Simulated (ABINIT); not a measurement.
InP:

```xyz
2
Lattice="0.0000 2.9305 2.9305 2.9305 0.0000 2.9305 2.9305 2.9305 0.0000" Properties=species:S:1:pos:R:3 pbc="T T T"
In    0.0000    0.0000    0.0000
P     4.3957    4.3957    4.3957
```

Program: ABINIT 10.8.3 (patched build). Alike in all runs: no spin polarisation; cell as given; cutoff (eV) 544; smearing fermi-dirac 0.05 eV. Hardware: 1 thread of Arm Neoverse V1, with other jobs on the host.

Question: Order these runs on this cell by their wall time, lowest first.
A. task single point; level LDA; potentials or basis JTH PAW LDA v2.0; k mesh 6 × 6 × 6; mesh quality not flagged
B. task band structure; level rPW86PBE; potentials or basis JTH PAW PBE v2.0; k mesh 8 × 8 × 8; mesh quality not flagged
C. task single point; level LDA; potentials or basis JTH PAW LDA v2.0; k mesh 3 × 3 × 3; mesh quality coarse

Answer: C (3.3 s), A (8.9 s), B (78 s).

Caveats: some runs use coarse meshes.

Not every run made on this cell is shown here.
